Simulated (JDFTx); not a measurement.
Runs of JDFTx 1.7.0 (patched build) on Ga. It takes space group Pm-3m (No. 221, cubic). Conventional cell: a = 2.716 Å, b = 2.716 Å, c = 2.716 Å, α = 90.00°, β = 90.00°, γ = 90.00°. Around Ga (site symmetry m-3m) lie 6 Ga at 2.72 Å. The cell was built by a generator and needn't be a form met in nature.

```tsv
level	gap on the mesh (eV)	pressure (GPa)	relaxed volume (Å³/atom)
LDA	none	0.0	17.89
r2SCAN	none	0.0	(a)
PBEsol	none	0.0	(b)
revPBE	none	0.0	20.21
AM05	none	0.0	18.64
```

Alike in all rows: task relaxation of cell and atoms; potentials or basis SG15-PBE-1.2 with smoothed tails; no spin polarisation; cell relaxed; k mesh 5 × 5 × 5; cutoff (eV) 1088; smearing fermi-dirac 0.05 eV; the mesh is coarse, so values aren't converged.

Q: Estimate the missing entries.

A: (a) 18.41; (b) 18.74.

Caveats: all runs use coarse meshes; the potentials were made for another functional, which shifts forces and pressure; the plane waves are those of the starting cell, so after so large a change of volume the result is rough (some runs).

A k mesh can miss the band edges, and the runs leave out spin-orbit coupling on Ga.

A gap of «none» marks a metal or a gap under the smearing width.
